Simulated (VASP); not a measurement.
# LiCl: molecular dynamics at constant energy

LiCl, P6_3mc (no. 186), 8 atoms in the cell. PBE, molecular dynamics; PAW potentials Cl, Li (PBE set).

Ensemble: NVE; Starting temperature (K): 1600.

## Input

INCAR:
```
  ALGO = Normal
  EDIFF = 1E-6
  ENCUT = 260
  GGA = PE
  IBRION = 0
  ISIF = 2
  ISMEAR = 0
  ISYM = 0
  KPAR = 2
  LASPH = T
  LCHARG = F
  LREAL = Auto
  LWAVE = F
  MDALGO = 2
  NELM = 60
  NELMIN = 4
  NSW = 60
  POTIM = 1.0
  PREC = Normal
  RANDOM_SEED = 768748 0 0
  SIGMA = 0.05
  SMASS = -3
  TEBEG = 1600
```

KPOINTS:
```
k-points
0
Gamma
  3 2 2
```

POSCAR:
```
LiCl
1.0
    3.9248822083      0.0000000000      0.0000000000
    0.0000000000      6.7980953986      0.0000000000
    0.0000000000      0.0000000000      6.3571610000
Cl Li
4 4
Direct
    0.0000000000      0.3333333334      0.9989840000
    0.4999999999      0.8333333334      0.9989840000
    0.5000000000      0.1666666666      0.4989840000
    0.0000000001      0.6666666666      0.4989840000
    0.0000000000      0.3333333334      0.3760170000
    0.4999999999      0.8333333334      0.3760170000
    0.5000000000      0.1666666666      0.8760170000
    0.0000000001      0.6666666666      0.8760170000
```

Commands:
```
cat potpaw_PBE.64/Cl/POTCAR potpaw_PBE.64/Li/POTCAR > POTCAR
mpirun -np 2 vasp_std > vasp.out
```

## Result

- Rise of the mean potential energy above the start (meV/atom): 80.3
- Mean temperature (K): 891
- Standard error of the mean temperature (K): 148
- Relative fluctuation of the kinetic energy: 0.347
- Canonical value of that fluctuation: 0.309
- Electronic steps per ionic step after the first: 4.1

Course of the run:

| Time (fs) | Temperature (K) | Potential energy less the first (meV/atom) |
|---|---|---|
| 1 | 1600 | 0.0 |
| 6 | 1511 | 10.1 |
| 10 | 1333 | 30.3 |
| 15 | 1054 | 61.9 |
| 19 | 854 | 84.5 |
| 24 | 707 | 101.1 |
| 28 | 678 | 104.4 |
| 33 | 706 | 101.2 |
| 37 | 734 | 98.0 |
| 42 | 741 | 97.2 |
| 46 | 720 | 99.6 |
| 51 | 682 | 104.0 |
| 55 | 658 | 106.6 |
| 60 | 641 | 108.6 |

The mean temperature lies below the starting 1600 K, since the atoms start on their sites and part of their kinetic energy turns into potential energy.

REPORT:
```
MDALGO =   2
               SCALING =       0
                 CNEXP =     9.000   14.000
           RANDOM_SEED =            768748                0                0

   original number of atomic DOF:         21
   number of independent constraints:      0
   number of active DOF:                  21

========================================
         MD step No.       1
========================================

  Atomic velocities initialized by STEP_tb

  >Energies
                    E_tot             E_pot             E_kin               EPS                ES
   e_b>   -0.28231816E+02   -0.29679716E+02    0.14479004E+01    0.00000000E+00    0.00000000E+00

  >Temperature
               T_sim     T_inst
   tmprt>   1600.000   1600.199

  >Thermostat:
           s(n+1) sdot(n+1)      s(n)   sdot(n)        Qs
   s_b>   0.00000   0.00000   0.00000   0.00000  -3.00000

           RANDOM_SEED =            768748               48                0

[... steps left out ...]

========================================
         MD step No.      60
========================================

  >Energies
                    E_tot             E_pot             E_kin               EPS                ES
   e_b>   -0.28231193E+02   -0.28811009E+02    0.57981631E+00    0.00000000E+00    0.00000000E+00

  >Temperature
               T_sim     T_inst
   tmprt>   1600.000    640.805

  >Thermostat:
           s(n+1) sdot(n+1)      s(n)   sdot(n)        Qs
   s_b>   0.00000   0.00000   0.00000   0.00000  -3.00000

           RANDOM_SEED =            768748               48                0
```

OSZICAR:
```
N       E                     dE             d eps       ncg     rms          rms(c)
DAV:   1     0.151162545605E+03    0.15116E+03   -0.89622E+03   336   0.722E+02
DAV:   2    -0.161893322501E+02   -0.16735E+03   -0.16395E+03   466   0.182E+02
DAV:   3    -0.299297173209E+02   -0.13740E+02   -0.13715E+02   411   0.624E+01
DAV:   4    -0.301070270313E+02   -0.17731E+00   -0.17726E+00   401   0.867E+00
DAV:   5    -0.301102671068E+02   -0.32401E-02   -0.32400E-02   411   0.111E+00    0.544E+00
DAV:   6    -0.296207992266E+02    0.48947E+00   -0.11998E+00   361   0.487E+00    0.441E+00
DAV:   7    -0.296326856299E+02   -0.11886E-01   -0.31541E-01   401   0.260E+00    0.233E+00
DAV:   8    -0.296741469007E+02   -0.41461E-01   -0.29681E-02   366   0.116E+00    0.174E-01
DAV:   9    -0.296774607489E+02   -0.33138E-02   -0.13764E-03   406   0.208E-01    0.103E-01
DAV:  10    -0.296796896809E+02   -0.22289E-02   -0.24264E-03   366   0.278E-01    0.299E-02
DAV:  11    -0.296797054873E+02   -0.15806E-04   -0.86842E-05   401   0.407E-02    0.122E-02
DAV:  12    -0.296797158512E+02   -0.10364E-04   -0.15345E-05   371   0.207E-02    0.360E-03
[... left out ...]
     58 T=   647. E= -.28231162E+02 F= -.28816744E+02 E0= -.28816744E+02  EK= 0.58558E+00 SP= 0.00E+00 SK= 0.00E+00
     59 T=   644. E= -.28231174E+02 F= -.28813945E+02 E0= -.28813945E+02  EK= 0.58277E+00 SP= 0.00E+00 SK= 0.00E+00
[... last step whole ...]
       N       E                     dE             d eps       ncg     rms          rms(c)
DAV:   1    -0.288110080884E+02    0.29365E-02   -0.62099E-06   347   0.772E-01    0.203E-03
DAV:   2    -0.288110090066E+02   -0.91822E-06   -0.92409E-06   371   0.161E-02    0.227E-03
DAV:   3    -0.288110089709E+02    0.35690E-07   -0.10852E-07   258   0.236E-03    0.198E-03
DAV:   4    -0.288110088725E+02    0.98340E-07   -0.23510E-07   198   0.306E-03
     60 T=   641. E= -.28231193E+02 F= -.28811009E+02 E0= -.28811009E+02  EK= 0.57982E+00 SP= 0.00E+00 SK= 0.00E+00
```

Limits: 60 fs of 8 atoms are too short for converged averages; the cell is only 3.9 Å across, so each atom moves in step with near copies of itself.

VASP 6.6.1 took 92 s on 2 cores (AMD EPYC 7R13 (Zen 3)), a shared host.
